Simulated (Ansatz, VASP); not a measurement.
**W: VASP beside Ansatz**

The input INCAR:

```
SYSTEM = W
PREC = Accurate
ENCUT = 520
EDIFF = 1E-6
ISMEAR = -1
SIGMA = 0.1
LREAL = .FALSE.
LASPH = .TRUE.
NELM = 100
ALGO = Normal
ISIF = 2
LWAVE = .FALSE.
LCHARG = .TRUE.
GGA = PE
LELF = .TRUE.
LVHAR = .TRUE.
NBANDS = 13
```

Contents of KPOINTS:

```
Automatic mesh
0
G
  12 12 12
  0 0 0
```

Contents of POSCAR:

```
W
1.0
    2.8708540000      0.0000000000      0.0000000000
    1.4354270000      2.4862324946      0.0000000000
    1.4354270000      0.8287441649      2.3440424753
W
1
Direct
    0.0000000000      0.0000000000      0.0000000000
```

Input for Ansatz:

```yaml
crystal:
  lattice:
    - [2.870854, 0.0, 0.0]
    - [1.4354270000000002, 2.486232494556171, 0.0]
    - [1.4354270000000002, 0.828744164852057, 2.3440424753426856]
  atoms:
    - { symbol: W, position: [0.0, 0.0, 0.0] }
kpoints:
  mp_grid:
    grid: [12, 12, 12]
hamiltonian:
  xc: pbe
scf:
  occupations:
    method: fermi_dirac
    width: 0.1
output:
  forces: true
  stress: true
```

This isn't the form of W at room conditions, which is bcc.

Alike in both runs: task single point; functional PBE; k mesh 12 × 12 × 12; occupations fermi-dirac, width 0.1 eV; no spin polarisation.

```csv
,VASP,Ansatz
version,VASP 6.6.1,Ansatz 0.2.0
potentials or method,"VASP PAW PBE potentials, release 64 (W_sv)","plane waves, PAW"
plane-wave cutoff (eV),520,420
valence electrons in the cell,14,14
```

```csv
,VASP,Ansatz,Ansatz less VASP
pressure (GPa),-4.4,-4.9,-0.44
```

The runs have no spin-orbit coupling, so splittings on W are missing.
